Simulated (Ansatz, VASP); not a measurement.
## Two plane-wave programs on TlBr

```
Tl Br
1.0
     4.03237    0.00000    0.00000
     0.00000    4.03237    0.00000
     0.00000    0.00000    4.03237
Tl Br
1 1
Direct
  0.00000 0.00000 0.00000
  0.50000 0.50000 0.50000
```

Change from the starting cell: volume scaled by 1.04.

Alike in both runs: task single point; functional PBE; k mesh 7 × 7 × 7; occupations fermi-dirac, width 0.05 eV; no spin polarisation.

```csv
,VASP,Ansatz
version,VASP 6.6.1,Ansatz 0.2.0
potentials or method,"VASP PAW PBE potentials, release 64 (Tl_d, Br)",Ansatz PAW
plane-wave cutoff (eV),520,420
valence electrons in the cell,20,20
```

|  | VASP | Ansatz | Ansatz less VASP |
| --- | --- | --- | --- |
| gap on the k mesh at the Fermi level (eV) | 2.35 | 2.35 | -0.005 |
| least direct gap on the mesh (eV) | 2.35 | 2.35 | -0.005 |
| pressure (GPa) | 0.3 | 0.3 | +0.03 |

With one functional, cell and mesh, what is left measures potentials, basis and numerics.

Caveats: spin-orbit coupling is left out, which as a rule narrows the gap of such compounds by several tenths of an eV; an odd mesh through Γ misses points on the zone boundary, where band edges often lie (VASP); odd divisions of the mesh miss points on the zone boundary, where band edges often lie, so the gap on the mesh can be too wide (Ansatz).
